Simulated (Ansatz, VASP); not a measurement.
# Mg: VASP beside Ansatz

The input INCAR:

```
ALGO = Normal
EDIFF = 1E-6
EDIFFG = -0.01
ENCUT = 600
GGA = PE
IBRION = 2
ISIF = 3
ISMEAR = 0
LASPH = T
LCHARG = F
LREAL = F
LWAVE = F
NELM = 80
NSW = 100
PREC = Accurate
SIGMA = 0.1
```

File KPOINTS:

```
k-points
0
Gamma
  12 12 12
```

The input POSCAR:

```
Mg
1.0
    0.0000000000      3.4790189994      3.4790189994
    3.4790189994      0.0000000000      3.4790189994
    3.4790189994      3.4790189994      0.0000000000
Mg
3
Direct
    0.2500000000      0.2500000000      0.2500000000
    0.5000000000      0.5000000000      0.5000000000
    0.7500000000      0.7500000000      0.7500000000
```

Input for Ansatz:

```yaml
crystal:
  lattice:
    - [0.0, 3.4790189994, 3.4790189994]
    - [3.4790189994, 0.0, 3.4790189994]
    - [3.4790189994, 3.4790189994, 0.0]
  atoms:
    - { symbol: Mg, position: [0.25, 0.25, 0.25] }
    - { symbol: Mg, position: [0.5, 0.5, 0.5] }
    - { symbol: Mg, position: [0.75, 0.75, 0.75] }
basis:
  ecutwfc: 420
kpoints:
  mp_grid: { grid: [12, 12, 12] }
hamiltonian:
  xc: pbe
scf:
  occupations: { method: gaussian, width: 0.1 }
output:
  forces: true
  stress: true
  eigenvalues: true
  write_density: true
  write_potential: true
  elf: true
  volumetric_format: npy
relax:
  adjacent_minimum: "off"
  f_tol: 0.01
  max_steps: 80
  cell: { stress_tol: 0.05 }
```

Alike in both runs: task relaxation of cell and atoms; functional PBE; k mesh 12 × 12 × 12; occupations gaussian, width 0.1 eV; no spin polarisation.

```csv
,VASP,Ansatz
version,VASP 6.6.1,Ansatz 0.2.0
potentials or method,"VASP PAW PBE potentials, release 64 (Mg)","scalar-relativistic, plane waves, PAW"
plane-wave cutoff (eV),600,420
valence electrons in the cell,6,30
```

VASP gave:

* gap on the k mesh at the Fermi level, each at its own relaxed structure (eV): none
* relaxed volume (Å³/atom): 28.07
* relaxed cell length with the largest relative difference (Å): 4.920

Task: Estimate Ansatz's values.

Result: gap on the k mesh at the Fermi level, each at its own relaxed structure (eV): none; relaxed volume (Å³/atom): 28.13; relaxed cell length with the largest relative difference (Å): 4.923.

A gap of «none» marks a metal or a gap that the smearing closes. The two sets of potentials don't hold the same shells in valence.

Caveats: the relaxation stopped at its first step, so nothing moved.
